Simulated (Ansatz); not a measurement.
Computed with DFT PBE, scalar-relativistic, plane waves, PAW in Ansatz 0.2.0. All cells share a 420 eV cutoff and Γ-centred k meshes spaced at most about 0.3 Å⁻¹ (about 0.25 or finer for metals, 2π included). No spin polarisation.

Temperature and zero-point effects are left out.

Two relaxed structures of AgCl:

A.

```
CELL_PARAMETERS angstrom
0.00000 3.02972 3.02972
3.02972 0.00000 3.02972
3.02972 3.02972 0.00000
ATOMIC_POSITIONS crystal
Ag 0.00000 0.00000 0.00000
Cl 0.75000 0.75000 0.75000
```

B.

```
CELL_PARAMETERS angstrom
6.05536 0.00000 0.00000
-3.02768 5.24410 0.00000
0.00000 0.00000 4.28671
ATOMIC_POSITIONS crystal
Ag 0.50000 0.00000 0.00000
Ag 0.50000 0.50000 0.00000
Ag 0.00000 0.50000 0.00000
Cl 0.00000 0.00000 0.00000
Cl 0.33333 0.66667 0.50000
Cl 0.66667 0.33333 0.50000
```

Problem. Which is lower in energy, and by how much?

Solution. A is lower, by 111 meV/atom. A has the zinc blende type, space group F-43m (No. 216), 27.8 Å³/atom and a gap of 1.29 eV on its mesh; B has space group P6/mmm (No. 191), 22.7 Å³/atom and no gap. Counting Cl atoms around Ag (those within 1.25 times the shortest such distance or 1.15 times the sum of covalent radii; a plus sign parts nearer from farther groups), A has Ag 4 and B has Ag 4+2. The lower one is the more open, so pressure narrows the difference. In A, Ag has 4 Cl at 2.62 Å; Cl has 4 Ag at 2.62 Å. In B, Ag has 4 Cl at 2.77 Å, 2 Cl at 3.03 Å and 4 Ag at 3.03 Å; around Cl on a site of symmetry 6/mmm lie 6 Ag at 3.03 Å; Cl on a site of symmetry -6m2 is surrounded by 6 Ag at 2.77 Å. Both come from invented guesses. Shaken at random and relaxed again, A came back. Checks on A: no imaginary mode at Γ (other wave vectors untested).

Kohn–Sham gaps at this level usually fall short of measured ones. The zero gap of P6/mmm may come from the functional, which often closes small gaps. Cells without such a test can be saddle points.
